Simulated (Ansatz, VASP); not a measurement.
# BPH4: VASP beside Ansatz

File INCAR:

```
ALGO = Normal ; EDIFF = 1E-6
ENCUT = 520 ; GGA = PE
ISIF = 2 ; ISMEAR = -1
LASPH = True ; LCHARG = True
LELF = True ; LREAL = False
LVHAR = True ; LWAVE = False
NBANDS = 15 ; NELM = 60
PREC = Accurate ; SIGMA = 0.052
```

Contents of KPOINTS:

```
k-points
0
Gamma
  8 8 8
```

The input POSCAR:

```
BPH4
1.0
    0.0000000000      4.1738970000      0.0000000000
    4.1738970000      0.0000000000      0.0000000000
    2.0869490000      2.0869490000     -3.1988320000
P B H
1 1 4
Direct
    0.0000000000      0.0000000000      0.0000000000
    0.7500000000      0.2500000000      0.5000000000
    0.3910000000      0.2690000000      0.7380000000
    0.7310000000      0.1290000000      0.2620000000
    0.8710000000      0.9930000000      0.7380000000
    0.0070000000      0.6090000000      0.2620000000
```

Input for Ansatz:

```yaml
crystal:
  lattice:
    - [0.0, 4.173897, 0.0]
    - [4.173897, 0.0, 0.0]
    - [2.086949, 2.086949, -3.198832]
  atoms:
    - { symbol: P, position: [0.0, 0.0, 0.0] }
    - { symbol: B, position: [0.75, 0.25, 0.5] }
    - { symbol: H, position: [0.391, 0.269, 0.738] }
    - { symbol: H, position: [0.731, 0.129, 0.262] }
    - { symbol: H, position: [0.871, 0.993, 0.738] }
    - { symbol: H, position: [0.007, 0.609, 0.262] }
  symmetry: { tolerance: 0.0003 }
kpoints:
  mp_grid: { grid: [8, 8, 8], shift: [0, 0, 0] }
  band_path:
    path:
      - [0.0, 0.0, 0.0]
      - [0.5, -0.5, 0.0]
      - [0.5, -0.5, 0.25]
      - [0.0, -0.5, 0.0]
      - [0.0, 0.0, 0.0]
      - [0.0, 0.0, 0.5]
      - [0.0, -0.2871809, 0.35640955]
      - [0.0, -0.7128191, -0.35640955]
      - [0.0, 0.0, 0.0]
      - [0.5, -0.5, 0.0]
      - [0.2871809, -0.7128191, -0.2128191]
    npoints: 6
magnetization:
  spin_polarized: false
scf:
  occupations: { method: fermi_dirac, width: 0.052 }
  lower_state_search: "off"
  max_iter: 200
hamiltonian:
  pseudopotentials: { kind: paw }
  xc: pbe
basis:
  ecutwfc: 420
  fft_grid_basis: typed
output:
  forces: true
  stress: true
  eigenvalues: true
  bader: true
  populations: true
  elf: true
  write_potential: true
  volumetric_format: npy
  dos:
    e_range: [-12, 8]
    de: 0.05
    projected: { site_lists: { B: [B], H: [H], P: [P] } }
checkpoint:
  read: saved_state
```

Alike in both runs: task single point; functional PBE; k mesh 8 × 8 × 8; occupations fermi-dirac, width 0.052 eV; no spin polarisation.

|  | VASP | Ansatz |
| --- | --- | --- |
| version | VASP 6.6.1 | Ansatz 0.2.0 |
| potentials or method | VASP PAW PBE potentials, release 64 (P, B, H) | PAW plane waves |
| plane-wave cutoff (eV) | 520 | 420 |
| valence electrons in the cell | 12 | 12 |

Ansatz gave:

- pressure (GPa): 18.3
- largest component of the traceless stress (GPa): 3.66
- rms of the force components (eV/Å): 1.060

Q: Estimate VASP's values.

A: Pressure (GPa): 18.0; largest component of the traceless stress (GPa): 3.66; rms of the force components (eV/Å): 1.050.

Atom by atom the forces differ by 0.010 eV/Å (rms over components). With one functional, cell and mesh, what is left measures potentials, basis and numerics.

Caveats: so large a pressure means that the cell lies far from this level's equilibrium, or that cutoff or potentials fall short (VASP); forces of over 1 eV/Å show positions far from the minimum, so gaps and moduli don't describe the material at rest.
